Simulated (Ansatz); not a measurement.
**CoSi (zincblende type): how the settings move a single-point run**

Aim: see which settings change the result for CoSi (zincblende type), by how much, and at what cost.

Method: reference: DFT, PBE, all-electron LAPW, scalar-relativistic, in Ansatz 0.2.0.

1 further run of the same task is left out (it didn't finish).

## Step 1: Starting point

It takes space group F-43m (No. 216, cubic). Conventional cell: a = 5.003 Å, b = 5.003 Å, c = 5.003 Å, α = 90.00°, β = 90.00°, γ = 90.00°. Around Co (site symmetry -43m) lie 4 Si at 2.17 Å. Around Si (site symmetry -43m) lie 4 Co at 2.17 Å.

Coordinates:

```xyz
2
Lattice="0.0000 2.5013 2.5013 2.5013 0.0000 2.5013 2.5013 2.5013 0.0000" Properties=species:S:1:pos:R:3 pbc="T T T"
Co    0.0000    0.0000    0.0000
Si    1.2506    1.2506    1.2506
```

## Step 2: The reference run

File input.yaml:

```yaml
crystal:
  lattice:
    - [0.0, 2.50129221, 2.50129221]
    - [2.50129221, 0.0, 2.50129221]
    - [2.50129221, 2.50129221, 0.0]
  atoms:
    - { symbol: Co, position: [0.0, 0.0, 0.0], spin: 1.7 }
    - { symbol: Si, position: [0.25, 0.25, 0.25] }
magnetization:
  spin_polarized: true
kpoints:
  mp_grid: { grid: [14, 14, 14] }
scf:
  occupations: { method: fermi_dirac, width: 0.08 }
hamiltonian:
  xc: pbe
  pseudopotentials: { kind: all_electron, lapw: { basis_error: 0.001 } }
output:
  forces: true
  stress: true
  eigenvalues: true
  populations: true
```

Command:

```
$ ansatz run input.yaml --threads 1 --pin off --max-ram 3072MiB --backend cpu --events-out ev --progress --plain --runs-dir out
```

## Step 3: Changing settings: mp_grid.grid [7, 7, 7], xc_grid 1

Changes to input.yaml since step 2:

```diff
@@ -11,3 +11,3 @@
 kpoints:
-  mp_grid: { grid: [14, 14, 14] }
+  mp_grid: { grid: [7, 7, 7] }
 scf:
@@ -22 +22,3 @@
   populations: true
+basis:
+  xc_grid: 1
```

Q: Predict the outcome of this session. Wanted: for each run, ending; energy change; pressure; gap; force.

As calculated:

| run | ending | energy change | pressure (GPa) | gap (eV) | force (eV/Å) | cycles | time |
| --- | --- | --- | --- | --- | --- | --- | --- |
| reference | converged | 0 | 6.2 | 0.00 | 0.00 | 13 | 85 s |
| 1: mp_grid.grid [7, 7, 7], xc_grid 1 | converged | -0.1 meV/atom | 6.1 | 0.00 | 0.00 | 12 | 19 s |

Residual by cycle in the longest SCF loop of each run; runs are numbered as in the table. The quantity is the density residual dr2, in eV.

| cycle | reference | run 1 |
| --- | --- | --- |
| 1 | 0.984 | 0.983 |
| 2 | 0.399 | 0.4 |
| 3 | 1.24 | 1.29 |
| 4 | 0.0217 | 0.0213 |
| 5 | 0.00833 | 0.00887 |
| 6 | 9.4e-4 | 8.9e-4 |
| 8 | 1.7e-6 | 1.5e-6 |
| 9 | 1.8e-7 | 1.5e-7 |
| 10 | 1.3e-8 | 1.3e-8 |
| 11 | 1.6e-9 | 1.3e-9 |
| 12 | 1.9e-10 | 2.6e-10 |
| 13 | 1.1e-10 | - |

**Reading.** Changing the k-point mesh and numerical grids leaves the energy as it was (-0.1 meV/atom). Cost: 12 SCF cycles against 13, 19 s against 85 s.
